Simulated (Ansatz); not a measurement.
Hg:

```xyz
2
Lattice="3.4618 0.0000 0.0000 -1.7309 2.9980 0.0000 0.0000 0.0000 5.4875" Properties=species:S:1:pos:R:3 pbc="T T T"
Hg    0.0000    1.9987    1.3719
Hg    1.7309    0.9993    4.1157
```

```yaml
Program: Ansatz 0.2.0
Task: single point
Functional: PBE
Potentials_or_basis: all-electron LAPW, scalar-relativistic
Cutoff: 169 eV (chosen from the basis error)
Basis_error_allowed: 0.001 eV/atom
k_mesh: 9 × 9 × 5
Occupations: fermi-dirac, width 0.05 eV
Spin: no spin polarisation
```

On this cell: pressure 1.0 GPa; largest force under 0.003 eV/Å; band gap on the k mesh none (metal or under the smearing width).

The same run follows on a disturbed copy (atoms moved at random, drawn with an rms of 0.05 Å):

```
CELL_PARAMETERS angstrom
3.46181 0.00000 0.00000
-1.73090 2.99802 0.00000
0.00000 0.00000 5.48755
ATOMIC_POSITIONS crystal
Hg 0.34198 0.67987 0.24162
Hg 0.66938 0.33778 0.75372
```

Question: What changes?

Answer: The energy (extrapolated to zero smearing) moves by +1.6 meV/atom; pressure 1.0 GPa; largest force 0.094 eV/Å; band gap on the k mesh none (metal or under the smearing width).

Forces in eV/Å, atoms in the order of the input:
```
Hg   0.000 -0.002  0.094
Hg   0.000  0.002 -0.094
```

Stress tensor (GPa, compression positive):
```
 0.89 -0.01  0.00
-0.01  0.95 -0.01
 0.00 -0.01  1.16
```
